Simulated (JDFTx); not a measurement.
Runs of JDFTx 1.7.0 (patched build) on TaN. It takes space group Fm-3m (No. 225, cubic). Conventional cell: a = 4.423 Å, b = 4.423 Å, c = 4.423 Å, α = 90.00°, β = 90.00°, γ = 90.00°. Ta (site symmetry m-3m) is surrounded by 6 N at 2.21 Å. N (site symmetry m-3m) is surrounded by 6 Ta at 2.21 Å. The cell comes from a database or a generator and needn't be the stable form of this composition.

```csv
task,level,potentials or basis,further solve for the empty bands,local potential set to -Z/r beyond,pseudo rcut,gap on the mesh (eV),pressure (GPa),V0 of scaled cells (Å³/atom),B0 (GPa)
single point,PBE,PseudoDojo-SR-PBE-0.5-standard,yes,-,-,none,-1.7,-,-
equation of state,RPBE,PseudoDojo-SR-PBE-0.5-standard,-,-,-,-,-,10.89,(c)
single point,PBEsol,PseudoDojo-SR-PBEsol-0.4.1-standard with smoothed tails,yes,6 bohr,6,none,(b),-,-
equation of state,PBE,PseudoDojo-SR-PBE-0.5-standard,-,-,-,-,-,(a),329
equation of state,PBEsol,PseudoDojo-SR-PBEsol-0.4.1-standard with smoothed tails,-,6 bohr,6,-,-,10.46,355
```

Alike in all rows: no spin polarisation; cell as given; k mesh 10 × 10 × 10; cutoff (eV) 1143; smearing fermi-dirac 0.05 eV.

Problem. Estimate the missing entries.

Solution. (a) 10.76; (b) -11.1; (c) 316.

Caveats: the potentials were made for another functional, which shifts forces and pressure (some runs).

A k mesh can miss the band edges, and the runs leave out spin-orbit coupling on Ta.

A gap of «none» marks a metal or a gap under the smearing width.

Not every run made on this cell is shown here.
